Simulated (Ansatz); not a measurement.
# Surface calculation: diamond Si (111), 4 layers

The slab is cut from the diamond crystal, the stable phase, as relaxed on PAW files (20.47 Å³/atom), with 16 Å of vacuum and a dipole correction:

```
CELL_PARAMETERS angstrom
3.86854 0.00000 0.00000
-1.93427 3.35025 0.00000
0.00000 0.00000 19.94830
ATOMIC_POSITIONS crystal
Si 0.16667 0.33333 0.40104
Si 0.50000 0.00000 0.44062
Si 0.50000 0.00000 0.55938
Si 0.83333 0.66667 0.59896
```

All numbers are PBE results (scalar-relativistic) from Ansatz 0.2.0, with a Γ-centred 9×9×1 k mesh, Fermi–Dirac smearing of 0.02 eV, no spin polarisation. Methods: LAPW: all electrons, basis error target 1 meV/atom; PAW: frozen-core files, cutoff 420 eV.

The bulk energy comes from a cell in the slab's orientation on a 9×9×4 mesh. The surface energy is (E(slab) − N·E(bulk))/2A at zero smearing, the mean of both faces; thin slabs carry quantum-size effects.

Real surfaces of this kind reconstruct, which a 1×1 cell forbids.

Task: As cut, the LAPW slab lies 2.143 eV above 4 atoms of bulk. What surface energy is that?

Result: Over two faces of 12.96 Å² it is 82.7 meV/Å², and times 16.02 J/m² per eV/Å² that gives γ = 1.325 J/m².

Task: What do relaxation and the other method give, and what work function comes out?

Result: 

| method | γ as cut (J/m²) | γ relaxed (J/m²) | Φ as cut (eV) | Φ relaxed (eV) |
| --- | --- | --- | --- | --- |
| LAPW | 1.325 | 1.258 | 4.85 | 4.88 |
| PAW | 1.324 | 1.258 | 4.85 | 4.87 |

Task: How do the spacings between the planes relax?

Result: From the bottom face up: d12 -16.3 % of 0.790 Å, d23 +6.7 % of 2.369 Å, d34 -16.3 % of 0.790 Å.

Task: What changes if the vacuum is set to 9 Å?

Result: LAPW then gives: no gap, work function 4.86 eV; PAW: no gap, work function 4.85 eV. The program warns that the vacuum is too thin.

Task: A field of 0.5 V/Å is applied along the normal, atoms held. What follows?

Result: LAPW finds an induced dipole of 0.2462 e·Å a cell (PAW 0.2462), that is 6.88 Å for 4πα over the area, against 3.85 Å between the outer atoms.

Task: A 2p core hole is made on one atom of each kind in every 1×1 cell (PAW hole dataset, neutral cell, valence without spin). What does it cost by layer?

Result: layer 1 98.88 eV, layer 2 99.55 eV. Shifts between layers mean more than the absolute values, and a whole layer of holes screens otherwise than one hole.
